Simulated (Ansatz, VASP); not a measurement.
# WS2: VASP beside Ansatz

INCAR

```
SYSTEM = WS2
ALGO = Normal
EDIFF = 1E-7
ENCUT = 520
GGA = PS
ISIF = 2
ISMEAR = 0
IVDW = 12
LASPH = .TRUE.
LCHARG = .FALSE.
LREAL = .FALSE.
LWAVE = .FALSE.
NBANDS = 35
NELM = 60
PREC = Accurate
SIGMA = 0.05
```

Contents of KPOINTS:

```
k-points
0
G
  12 12 4
  0 0 0
```

File POSCAR:

```
WS2
1.0
    3.0644810720      0.0000000000      0.0000000000
   -1.5322405360      2.6539184577      0.0000000000
    0.0000000000      0.0000000000     12.1614554411
W S
2 4
Direct
    0.3333333333      0.6666666667      0.2500000000
    0.6666666667      0.3333333333      0.7500000000
    0.3333333333      0.6666666667      0.6164531912
    0.6666666667      0.3333333333      0.1164531912
    0.3333333333      0.6666666667      0.8835468088
    0.6666666667      0.3333333333      0.3835468088
```

Input for Ansatz:

```yaml
crystal:
  lattice:
    - [3.064481072, 0.0, 0.0]
    - [-1.532240536, 2.6539184577, 0.0]
    - [0.0, 0.0, 12.1614554411]
  atoms:
    - { symbol: W, position: [0.3333333333, 0.6666666667, 0.25] }
    - { symbol: W, position: [0.6666666667, 0.3333333333, 0.75] }
    - { symbol: S, position: [0.3333333333, 0.6666666667, 0.6164531912] }
    - { symbol: S, position: [0.6666666667, 0.3333333333, 0.1164531912] }
    - { symbol: S, position: [0.3333333333, 0.6666666667, 0.8835468088] }
    - { symbol: S, position: [0.6666666667, 0.3333333333, 0.3835468088] }
basis:
  ecutwfc: 420
kpoints:
  mp_grid: { grid: [12, 12, 4] }
hamiltonian:
  xc: pbesol
  dispersion: d3bj
scf:
  occupations: { method: gaussian, width: 0.05 }
output:
  forces: true
  stress: true
  eigenvalues: true
```

Alike in both runs: task single point; functional PBEsol; dispersion D3(BJ); k mesh 12 × 12 × 4; occupations gaussian, width 0.05 eV; no spin polarisation.

```csv
,VASP,Ansatz
version,VASP 6.6.1,Ansatz 0.2.0
potentials or method,"VASP PAW PBE potentials, release 64 (W_sv, S)","scalar-relativistic, plane waves, PAW"
plane-wave cutoff (eV),520,420
valence electrons in the cell,52,52
```

|  | VASP | Ansatz | Ansatz less VASP |
| --- | --- | --- | --- |
| gap on the k mesh at the Fermi level (eV) | 0.85 | 0.83 | -0.019 |
| least direct gap on the mesh (eV) | 1.97 | 1.97 | -0.003 |
| pressure (GPa) | -0.5 | -0.7 | -0.16 |
| largest component of the traceless stress (GPa) | 7.24 | 7.27 | +0.026 |
| rms of the force components (eV/Å) | 0.269 | 0.278 | +0.0092 |

Atom by atom the forces differ by 0.009 eV/Å (rms over components).

Caveats: the PAW data sets were made with another functional, which shifts forces and pressure a little (VASP); spin-orbit coupling is left out, which moves the levels of the heavy elements. A k mesh can miss the band edges.
